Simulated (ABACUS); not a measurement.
Input of an ABACUS 3.10.1 run:

File INPUT:

```
INPUT_PARAMETERS
suffix              Te2Mo
calculation         scf
basis_type          pw
pseudo_dir          ./
symmetry            1
dft_functional      pbesol
ecutwfc             83
pseudo_rcut         7
nspin               1
nbands              56
ks_solver           dav
smearing_method     fd
smearing_sigma      0.00367493
scf_thr             1e-08
scf_nmax            100
mixing_type         broyden
mixing_beta         0.7
cal_force           1
cal_stress          1
kpar                4
```

The input STRU:

```
ATOMIC_SPECIES
Te 127.6000 Te.upf
Mo 95.9500 Mo.upf

LATTICE_CONSTANT
1.8897261246

LATTICE_VECTORS
3.5182000000 0.0000000000 0.0000000000
-1.7591000000 3.0468505756 0.0000000000
0.0000000000 0.0000000000 13.9736000000

ATOMIC_POSITIONS
Direct

Te
0.0
4
0.6666666667 0.3333333333 0.3790000000 1 1 1
0.3333333333 0.6666666667 0.8790000000 1 1 1
0.6666666667 0.3333333333 0.1210000000 1 1 1
0.3333333333 0.6666666667 0.6210000000 1 1 1

Mo
0.0
2
0.6666666667 0.3333333333 0.7500000000 1 1 1
0.3333333333 0.6666666667 0.2500000000 1 1 1
```

Contents of KPT:

```
K_POINTS
0
Gamma
9 9 2 0 0 0
```

Potentials or basis: PseudoDojo NC SR 0.4.1 PBEsol standard, plane waves.

The run is started by

```console
$ OMP_NUM_THREADS=1 mpirun -np 4 abacus > log
```

(1) What does it give for the pressure?

(2) Estimate the band gap on the k mesh.

## Answers

(1) -0.6 GPa.

(2) 0.74 eV, indirect (least direct gap 1.04 eV).

Caveat: spin-orbit coupling is left out, which moves the levels of the heavy elements; an odd mesh through Γ misses points on the zone boundary, where band edges often lie; this functional lacks dispersion, which binds the layers, so the pressure and a relaxed spacing across them are unreliable.

The gap isn't set beside the measured one, since this odd mesh misses points on the zone boundary.
